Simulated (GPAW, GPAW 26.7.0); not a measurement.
# Cd 3d to S 2p separation in wurtzite CdS: core-hole calculations with semilocal functionals fall about 3 eV short

## Experimental context

The reference is an XPS measurement on pristine solvothermal CdS nanorods, from "Ag2S-Decorated One-Dimensional CdS Nanorods for Rapid Detection and Effective Discrimination of n-Butanol" (2024, PubMed Central 10934644). The Cd 3d5/2 line lies at 404.73 eV and the S 2p3/2 line at 161.08 eV. Their difference does not depend on the charge reference. Because the calculation has no spin-orbit splitting of the core lines, each line is moved to the multiplicity-weighted centre of its doublet with the splittings from the same source. This adds 2.29 eV and gives a separation of 245.94 eV. The sample is a nanorod powder and the model a bulk crystal. We expect surface atoms and a possible zincblende admixture to matter little, since the nearest neighbours are the same in both forms.

| compared with | measured | source's wording or label | method |
| --- | --- | --- | --- |
| Cd 3d - S 2p (eV) | 245.94 | formed from the printed 404.73 eV (Cd 3d5/2, calibrated to C 1s; less 161.08 eV for S 2p3/2) | XPS |

Conditions are those given with the value in the passage it was taken from; "not stated" means there, and the paper may say more elsewhere. The values are a selection: others may have been left out beforehand as unlike or outlying.

## Aim and plan

We want the separation between the Cd 3d and S 2p levels of bulk wurtzite CdS, from differences of total energy between a cell with a core hole and the same cell without it. The electron removed from the core stays in the cell as a valence electron. This includes the relaxation of the other electrons around the hole, which ground-state core eigenvalues leave out.

We count agreement within about 0.25 eV as success. A difference between the lines of two elements in one paper is good to two or three tenths of an electronvolt, so closer agreement would carry no further information. The target is demanding for a semilocal functional: its error on a deep d level of a heavy atom differs from that on a 2p level of a light one, and much of this survives in the difference. We therefore expect a miss of the order of an electronvolt.

We start with PBE in supercells and skip the primitive cell, where the holes would be only 4.1 Å apart and would interact strongly with their images. Cell size comes first, then mesh and cutoff, and finally a neighbouring treatment for scale. The database cell is about 0.35 % long, which should matter little for a difference of two core levels in the same crystal.

System: CdS (Greenockite); space group P6_3mc, 4 atoms in the base cell, a database cell; structure from the Crystallography Open Database; note on this database entry: about 0.35 % long.

On the selection of runs and values: Besides any runs that a report passes over, these were set aside when the results were gathered: 1 cell relaxed under the stress of an incomplete basis; 1 its mesh equals the base run's.

## 1. PBE in two supercells

The distance between repeated holes is the approximation most particular to this method, so we run PBE in a 12-atom and a 16-atom cell together. The added electron may bind more strongly at one kind of atom than at the other, and that part of the separation could change with the cell. We expect the two cells to agree to about a tenth of an electronvolt.

**Run 1.** GPAW 26.7.0: PBE; 12-atom cell, holes 7.2 A apart; electron kept in the cell (mesh 4x4x4, cutoff 420 eV, 12 atoms).

Key lines of the input:
```
atoms = Atoms(['Cd', 'Cd', 'Cd', 'Cd', 'Cd', 'Cd', 'S', 'S', 'S', 'S', 'S', 'S'],
              cell=[[-2.075, 3.594005, 6.737], [6.225, -3.594005, 0.0], [0.0, 7.188011, 0.0]],
              scaled_positions=[[0.5, 0.5, 0.166667], [0.5, 0.166667, 0.5], [0.5, 0.833333, 0.833333], [0.0, 0.0, ...],
              pbc=(True, True, True))
params = dict(mode=PW(420),
              xc='PBE',
              kpts={'size': (4, 4, 4), 'gamma': True},
              occupations=FermiDirac(0.02),
              nbands=-10,
              maxiter=200,
              txt='gs.txt')
hole.calc = GPAW(**{**params, 'charge': -1, 'txt': f'hole{i}.txt', 'setups': {**params.get('setups', {}), i: 'hole' + params.get('setups', {}).get(atoms[i].symbol, '')}})
out['levels'][i] = hole.get_potential_energy(force_consistent=True) + hole.calc.get_reference_energy() - e0
```

Command:
```
gpaw-setup -f PBE Cd > setup.log
gpaw-setup -f PBE S > setup.log
gpaw-setup -f PBE --core-hole=3d,1.0 --name=hole Cd > setup.log
gpaw-setup -f PBE --core-hole=2p,1.0 --name=hole S > setup.log
OMP_NUM_THREADS=1 mpirun -n 4 gpaw python run.py > run.log
```

Selected lines of the output:
```
[energy with the hole less without, eV] Cd 1 3d: 406.154, S 7 2p: 163.638
```

Converged; 3.7 min on 4 cores of Arm Neoverse V2, shared host.

**Run 2.** GPAW 26.7.0: PBE; 16-atom cell, holes 7.9 A apart; electron kept in the cell (mesh 4x4x4, cutoff 420 eV, 16 atoms).

Key lines of the input:
```
atoms = Atoms(['Cd', 'Cd', 'Cd', 'Cd', 'Cd', 'Cd', 'Cd', 'Cd', 'S', 'S', 'S', 'S', 'S', 'S', 'S', 'S'],
              cell=[[-4.15, 7.188011, 0.0], [4.15, 0.0, 6.737], [4.15, 0.0, -6.737]],
              scaled_positions=[[0.166667, 0.583333, 0.083333], [0.666667, 0.583333, 0.083333], [0.166667, 0.083333, ...],
              pbc=(True, True, True))
params = dict(mode=PW(420),
              xc='PBE',
              kpts={'size': (4, 4, 4), 'gamma': True},
              occupations=FermiDirac(0.02),
              nbands=-12,
              maxiter=200,
              txt='gs.txt')
hole.calc = GPAW(**{**params, 'charge': -1, 'txt': f'hole{i}.txt', 'setups': {**params.get('setups', {}), i: 'hole' + params.get('setups', {}).get(atoms[i].symbol, '')}})
out['levels'][i] = hole.get_potential_energy(force_consistent=True) + hole.calc.get_reference_energy() - e0
```

Selected lines of the output:
```
[energy with the hole less without, eV] Cd 1 3d: 406.100, S 9 2p: 163.583
```

Converged; 8.5 min on 4 cores of Arm Neoverse V1, shared host.

| quantity | run 1 | run 2 | measured |
| --- | --- | --- | --- |
| Cd 3d - S 2p (eV) | 242.52 | 242.52 | 245.94 |
| volume an atom (Å³) | 25.12 | 25.12 |  |

The two supercells give the same separation, 242.52 eV. Going from 7.2 to 7.9 Å between holes lowers both levels by about 0.05 eV, and this cancels in the difference. That is closer than the tenth of an electronvolt we expected, so the change of cell has no visible effect on the quantity we compare.

The separation is 3.42 eV below the measured 245.94 eV. We had expected a miss of the order of an electronvolt, and this one is clearly larger. It is also more than ten times the two or three tenths to which such a measured difference is good, so ordinary scatter in the measurement does not account for it.

## 2. Denser mesh and higher cutoff

Before we blame the functional, we test the numerical settings in the 12-atom cell, one at a time. A denser mesh matters because the added electron occupies the bottom of the conduction band, where the bands are steep. A higher cutoff matters because the Cd 4d shell contracts when a 3d electron is missing, and the plane waves must describe both states equally well. We expect each to move the separation by a tenth of an electronvolt at most, far too little to close the gap.

**Run 3.** GPAW 26.7.0: PBE, another k-point mesh; 12-atom cell, holes 7.2 A apart; electron kept in the cell (mesh 6x6x6, cutoff 420 eV, 12 atoms).

Key lines of the input, as changed from run 1:
```diff
  params = dict(mode=PW(420),
-               kpts={'size': (4, 4, 4), 'gamma': True},
+               kpts={'size': (6, 6, 6), 'gamma': True},
```

Selected lines of the output:
```
[energy with the hole less without, eV] Cd 1 3d: 406.157, S 7 2p: 163.639
```

Converged; 11 min on 4 cores of Arm Neoverse V2, shared host.

**Run 4.** GPAW 26.7.0: PBE, cutoff at 140 % of the usual; 12-atom cell, holes 7.2 A apart; electron kept in the cell (mesh 4x4x4, cutoff 588 eV, 12 atoms).

Key lines of the input, as changed from run 1:
```diff
- params = dict(mode=PW(420),
+ params = dict(mode=PW(588),
```

Command:
```
gpaw-setup -f PBE Cd > setup.log
gpaw-setup -f PBE S > setup.log
gpaw-setup -f PBE --core-hole=2p,1.0 --name=hole S > setup.log
gpaw-setup -f PBE --core-hole=3d,1.0 --name=hole Cd > setup.log
OMP_NUM_THREADS=1 mpirun -n 4 gpaw python run.py > run.log
```

Selected lines of the output:
```
[energy with the hole less without, eV] Cd 1 3d: 406.152, S 7 2p: 163.629
```

Converged; 7.9 min on 4 cores of Arm Neoverse V1, shared host.

| quantity | run 3 | run 4 | measured |
| --- | --- | --- | --- |
| Cd 3d - S 2p (eV) | 242.52 | 242.52 | 245.94 |
| volume an atom (Å³) | 25.12 | 25.12 |  |

Neither setting matters here. The denser mesh and the higher cutoff each change the separation by less than 0.01 eV, well below the tenth of an electronvolt we had allowed. For spin-paired PBE the shortfall of 3.42 eV therefore comes neither from the k-point mesh nor from the plane-wave cutoff.

## 3. Unpaired core hole and RPBE

So far the hole has been spin-paired, although a single missing core electron leaves an unpaired one behind. Repeating PBE with two spins puts the hole in one spin channel and restores the missing exchange energy. This should lower both levels, and since the two shells differ, some of the change may remain in the separation. We expect a few tenths of an electronvolt at most.

Beside it we run RPBE with the hole spin-paired, as a neighbouring functional for scale. It has the same semilocal form with a stronger gradient dependence of exchange, and so shows how far the separation depends on that choice. We expect it to move the result by some tenths of an electronvolt and to leave most of the gap to experiment.

**Run 5.** GPAW 26.7.0: PBE with two spins; 12-atom cell, holes 7.2 A apart; electron kept in the cell (mesh 4x4x4, cutoff 420 eV, 12 atoms).

Key lines of the input, as changed from run 1:
```diff
  atoms = Atoms(['Cd', 'Cd', 'Cd', 'Cd', 'Cd', 'Cd', 'S', 'S', 'S', 'S', 'S', 'S'],
-               pbc=(True, True, True))
+               pbc=(True, True, True),
+               magmoms=[0.1, 0.1, 0.1, 0.1, 0.1, 0.1, 0.1, 0.1, 0.1, 0.1, 0.1, 0.1])
  params = dict(mode=PW(420),
-               txt='gs.txt')
+               txt='gs.txt',
+               mixer=MixerDif(0.05, 8, 80))
```

Selected lines of the output:
```
[energy with the hole less without, eV] Cd 1 3d: 405.446, S 7 2p: 162.605
```

Converged; 31 min on 4 cores of Intel Xeon at 2.50GHz (Skylake/Cascade Lake), shared host.

**Run 6.** GPAW 26.7.0: RPBE; 12-atom cell, holes 7.2 A apart; electron kept in the cell (mesh 4x4x4, cutoff 420 eV, 12 atoms).

Key lines of the input, as changed from run 1:
```diff
  params = dict(mode=PW(420),
-               xc='PBE',
+               xc='RPBE',
```

Command:
```
gpaw-setup -f RPBE Cd > setup.log
gpaw-setup -f RPBE S > setup.log
gpaw-setup -f RPBE --core-hole=2p,1.0 --name=hole S > setup.log
gpaw-setup -f RPBE --core-hole=3d,1.0 --name=hole Cd > setup.log
OMP_NUM_THREADS=1 mpirun -n 4 gpaw python run.py > run.log
```

Selected lines of the output:
```
[energy with the hole less without, eV] Cd 1 3d: 406.234, S 7 2p: 163.694
```

Converged; 2.4 min on 4 cores of Intel Xeon 6975P-C (Granite Rapids), shared host.

| quantity | run 5 | run 6 | measured |
| --- | --- | --- | --- |
| Cd 3d - S 2p (eV) | 242.84 | 242.54 | 245.94 |
| volume an atom (Å³) | 25.12 | 25.12 |  |

With the hole in one spin channel, the Cd 3d level falls by about 0.7 eV and the S 2p level by about 1.0 eV relative to run 1. The separation therefore widens by 0.32 eV to 242.84 eV, a change of the size we expected. It goes towards experiment but leaves a shortfall of 3.10 eV, still far outside the 0.25 eV target.

RPBE moves the separation by only 0.02 eV from the spin-paired PBE value, where we had expected some tenths. Both levels rise by less than 0.1 eV, and most of that cancels. The stronger gradient dependence of exchange thus has almost no effect on this quantity. The close agreement of the two functionals does not show that either is accurate, because they are built alike and can share the same error on the Cd 3d shell.

## Overview

| run | settings | Cd 3d - S 2p (eV) | deviation | cost |
| --- | --- | --- | --- | --- |
| 1 | PBE, 12-atom cell, holes 7.2 A apart, electron kept in the cell (mesh 4x4x4, cutoff 420 eV, 12 atoms) | 242.52 | −3.42 | 15 core-min |
| 2 | PBE, 16-atom cell, holes 7.9 A apart, electron kept in the cell (mesh 4x4x4, cutoff 420 eV, 16 atoms) | 242.52 | −3.42 | 34 core-min |
| 3 | PBE, another k-point mesh, 12-atom cell, holes 7.2 A apart, electron kept in the cell (mesh 6x6x6, cutoff 420 eV, 12 atoms) | 242.52 | −3.42 | 46 core-min |
| 4 | PBE, cutoff at 140 % of the usual, 12-atom cell, holes 7.2 A apart, electron kept in the cell (mesh 4x4x4, cutoff 588 eV, 12 atoms) | 242.52 | −3.42 | 32 core-min |
| 5 | PBE with two spins, 12-atom cell, holes 7.2 A apart, electron kept in the cell (mesh 4x4x4, cutoff 420 eV, 12 atoms) | 242.84 | −3.10 | 2.1 core-h |
| 6 | RPBE, 12-atom cell, holes 7.2 A apart, electron kept in the cell (mesh 4x4x4, cutoff 420 eV, 12 atoms) | 242.54 | −3.40 | 9.4 core-min |
|  | measured | 245.94 |  |  |

Further runs on the same system, made beside this series (convergence steps with loose settings among them):

| further | settings | Cd 3d - S 2p (eV) | deviation | cost |
| --- | --- | --- | --- | --- |
| F1 | PBEsol, 12-atom cell, holes 7.2 A apart, electron kept in the cell (mesh 4x4x4, cutoff 420 eV, 12 atoms) | 242.62 | −3.32 | 17 core-min |
| F2 | PBE, 4-atom cell, holes 4.1 A apart, electron kept in the cell (mesh 6x6x4, cutoff 420 eV, 4 atoms) | 242.53 | −3.41 | 2.3 core-min |
| F3 | LDA, 4-atom cell, holes 4.1 A apart, electron kept in the cell (mesh 6x6x4, cutoff 420 eV, 4 atoms) | 242.77 | −3.17 | 2.3 core-min |
| F4 | PBE, cutoff at 70 % of the usual, 12-atom cell, holes 7.2 A apart, electron kept in the cell (mesh 4x4x4, cutoff 294 eV, 12 atoms) | 242.51 | −3.43 | 14 core-min |
| F5 | PBE, Fermi-Dirac width 0.1 eV, 12-atom cell, holes 7.2 A apart, electron kept in the cell (mesh 4x4x4, cutoff 420 eV, 12 atoms) | 242.50 | −3.44 | 15 core-min |
|  | measured | 245.94 |  |  |

## Assessment

The calculation misses the target. PBE with the hole in one spin channel, the physically better treatment of a single core hole, gives a Cd 3d to S 2p separation of 242.84 eV. This is 3.10 eV below the measured 245.94 eV, against a target of 0.25 eV, and cost 2.1 core-hours.

Unpairing the hole was the most useful step, widening the separation by 0.32 eV. For spin-paired PBE, a larger supercell, a denser mesh and a higher cutoff left the result in place; such checks with two spins are not shown in this report. Our reason for skipping the primitive cell did not hold for this difference: it gives 242.53 eV, practically the supercell value, for 2.3 core-minutes.

Changing among local and semilocal functionals does not close the gap either. With the hole spin-paired, RPBE and PBEsol stay within about 0.1 eV of PBE, and LDA lies 0.24 eV above PBE in the primitive cell.

The likeliest main cause, argued from theory, is the error of semilocal functionals on deep levels. It is expected to differ between Cd 3d and S 2p and can reach electronvolts; here it would have to make the binding energy of Cd 3d too small relative to that of S 2p. Since only the difference is compared, these runs do not show how the error divides between the two shells. The scalar-relativistic core and the unequal binding of the added electron at Cd and S may also contribute, with sign and size left open. Scatter of a few tenths of an electronvolt in the measurement cannot explain the miss, and we see no specific ground to doubt the line assignment. A check of the PAW datasets, whose remaining core electrons are frozen in the crystal, is not shown in this report. An all-electron calculation of the same core-hole states, with a semilocal and then a hybrid functional, would be the natural next test.

[Logs are printed without paths, hosts, clocks, repeated set-up lines and the standing remarks that a program may print on its own settings, such as how far it seeks lower states.]

[The runs shown are a pick from a larger set of finished runs; failed, doubtful and other runs were left out of it ahead of writing. So were measured values far from every level or from commonly accepted values, and agreement can look better than it is. Lines of input and output are excerpts and may be shortened.]
